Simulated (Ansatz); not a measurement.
# Ga under changes of volume

One of the cells (18.191 Å³/atom); the others are scaled copies at fixed shape and fractional positions:

```
Ga
1.0
     2.77842    0.00000    0.00000
     0.00000    3.28161    0.00000
    -1.34343    0.00000    3.99027
Ga
2
Direct
  0.13460 0.75000 0.77017
  0.86540 0.25000 0.22983
```

This isn't the form of Ga at room conditions, which is orthorhombic.

| Item | Value |
| --- | --- |
| Program | Ansatz 0.2.0 |
| Functional | PBE0 |
| Potentials or basis | Ansatz PAW |
| Cutoff | 420 eV (not typed: the program's choice for these potentials) |
| k mesh | 6 × 4 × 4 |
| Occupations | fermi-dirac, width 0.05 eV |
| Spin | no spin polarisation |

```csv
volume (Å³/atom),energy over the lowest point (meV/atom),pressure (GPa),largest force (eV/Å)
17.100,11.83,4.2,0.141
17.463,?,?,?
17.827,0.50,0.9,0.169
18.191,0.00,-0.5,0.182
18.555,2.45,-1.7,0.196
18.919,7.47,-2.7,0.209
19.283,14.80,-3.7,0.222
```

What does the run at 17.463 Å³/atom give?

Energy over the lowest point 4.31 meV/atom; pressure 2.5 GPa; largest force 0.155 eV/Å.

Worked out: A Birch-Murnaghan fit of order 3 (a polynomial in V^(-2/3)) to the other rows has its minimum at 18.07 Å³/atom with B0 = V·E''(V) = 67 GPa and B' = 5.1 at fixed shape and positions, which overstates the stiffness. It gives 4.30 meV/atom at 17.463 Å³/atom, against the run's 4.31, and -dE/dV = 2.5 GPa, against 2.5.

Energies are extrapolated to zero smearing.

Caveats: all runs use coarse meshes; the PAW data sets come from PBE, with cores solved anew for the run's functional, which leaves a small shift of forces and pressure; the thresholds are loose for stress.
